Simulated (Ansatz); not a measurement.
Wanted: the native input for an Ansatz 0.2.0 run.

| Property | Result |
| --- | --- |
| Task | relaxation of cell and atoms |
| Functional | PBE |
| Dispersion | D3(BJ) |
| Potentials or basis | Ansatz PAW |
| Cutoff | 420 eV (not typed: the program's choice for these potentials) |
| k mesh | 10 × 10 × 6 |
| Occupations | fermi-dirac, width 0.05 eV |
| Spin | no spin polarisation |

Ag:

```
Ag
1.0
     2.93000    0.00000    0.00000
    -1.46500    2.53745    0.00000
     0.00000    0.00000    4.79000
Ag
2
Direct
  0.66667 0.33333 0.75000
  0.33333 0.66667 0.25000
```

This isn't the form of Ag at room conditions, which is fcc.

The input as run:

input.yaml

```yaml
crystal:
  lattice:
    - [2.93, 0.0, 0.0]
    - [-1.465, 2.5374544331, 0.0]
    - [0.0, 0.0, 4.79]
  atoms:
    - { symbol: Ag, position: [0.6666666667, 0.3333333333, 0.75] }
    - { symbol: Ag, position: [0.3333333333, 0.6666666667, 0.25] }
hamiltonian:
  xc: pbe
  pseudopotentials: { kind: paw }
  dispersion: d3bj
kpoints:
  mp_grid: { grid: [10, 10, 6] }
scf:
  occupations: { method: fermi_dirac, width: 0.05 }
output:
  forces: true
  stress: true
  eigenvalues: true
relax:
  f_tol: 0.01
  max_steps: 40
  cell: { stress_tol: 0.05 }
```

Potentials or basis: Ansatz PAW.

Launch:

```sh
$ ansatz run input.yaml --threads 2 --pin off --max-ram 5632MiB --backend cpu --events-out ev --progress --plain --runs-dir out
```

It gave:

The relaxed volume is 16.97 Å³/atom, the relaxed cell is a = 2.889 Å, b = 2.889 Å, c = 4.696 Å, α = 90.00°, β = 90.00°, γ = 120.00° and the space group after relaxing (to 0.05 Å) is P6_3/mmc (No. 194). The energy gained by relaxing is 12.8 meV/atom, the ionic steps are 5 and the pressure after relaxing is 0.0 GPa. The band gap on the k mesh is none (metal or under the smearing width).

Caveat: the plane-wave basis is chosen anew once the cell has moved, so the energies of steps on either side of that aren't comparable; pairwise dispersion overbinds metals, which lowers pressure and volume.

Wall time 6.2 s on 2 threads of Arm Neoverse V2 (shared host), peak memory 0.32 GiB.
